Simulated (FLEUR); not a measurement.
WC in FLEUR: convergence with k mesh

WC:

```xyz
2
Lattice="0.0000 2.1927 2.1927 2.1927 0.0000 2.1927 2.1927 2.1927 0.0000" Properties=species:S:1:pos:R:3 pbc="T T T"
W     0.0000    0.0000    0.0000
C     2.1927    2.1927    2.1927
```

Measurements of this composition are mostly on another form, of space group No. 187.

| Quantity | Value |
| --- | --- |
| Program | FLEUR MaX-R8.1 (later development tree) |
| Task | convergence study |
| Functional | PBE |
| Potentials or basis | all-electron |
| Basis | FLAPW |
| Kmax | 4.97 1/bohr |
| k mesh | 2 × 2 × 2 |
| Occupations | fermi-dirac, width 0.05 eV |
| Spin | no spin polarisation |

These are the settings of the first run; the series varies k mesh, with any setting tied to it.

Hardware: 1 thread of Arm Neoverse V1, on a shared host.

```tsv
k mesh	energy less the tightest run, at zero smearing (meV/atom)	SCF cycles	CPU time (s)	peak memory (GiB)
2 × 2 × 2	939.79	23	17	0.06
4 × 4 × 4	-58.70	18	20	0.06
6 × 6 × 6	28.64	19	32	0.06
7 × 7 × 7	-11.64	17	33	0.06
8 × 8 × 8	8.38	18	47	0.06
10 × 10 × 10	-6.20	18	71	0.06
12 × 12 × 12	-3.10	16	92	0.06
15 × 15 × 15	0.00	18	170	0.07
```

Not settled before the last step: the energy (to 1 meV/atom). Meshes of other sizes hit other points, so gaps and Fermi surfaces needn't settle smoothly. The tightest run that finished is the yardstick and may itself not be fully converged.

The run has no spin-orbit coupling, so splittings on W are missing.
